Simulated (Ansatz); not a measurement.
A run of Ansatz 0.2.0 is set up as follows.

Contents of input.yaml:

```yaml
crystal:
  lattice:
    - [3.4133030269, 0.0, 0.0]
    - [0.0, 5.49912714, 0.0]
    - [-1.6998547957, 0.0, 3.0241256614]
  atoms:
    - { symbol: Hg, position: [0.340522, 0.749239, 0.203451] }
    - { symbol: Hg, position: [0.629837, 0.244783, 0.795702] }
hamiltonian:
  xc: pbe
  pseudopotentials: { kind: paw }
kpoints:
  mp_grid: { grid: [9, 5, 9] }
scf:
  occupations: { method: fermi_dirac, width: 0.05 }
output:
  forces: true
  stress: true
  eigenvalues: true
  write_density: true
  write_potential: true
  elf: true
  volumetric_format: npy
```

Potentials or basis: Ansatz PAW.

Command:

```bash
$ ansatz run input.yaml --threads 2 --pin off --max-ram 5120MiB --backend cpu --events-out ev --progress --plain --runs-dir out
```

(1) Predict the band gap on the k mesh.

(2) Estimate the pressure.

## Answers

(1) none (metal or under the smearing width).

(2) 0.9 GPa.
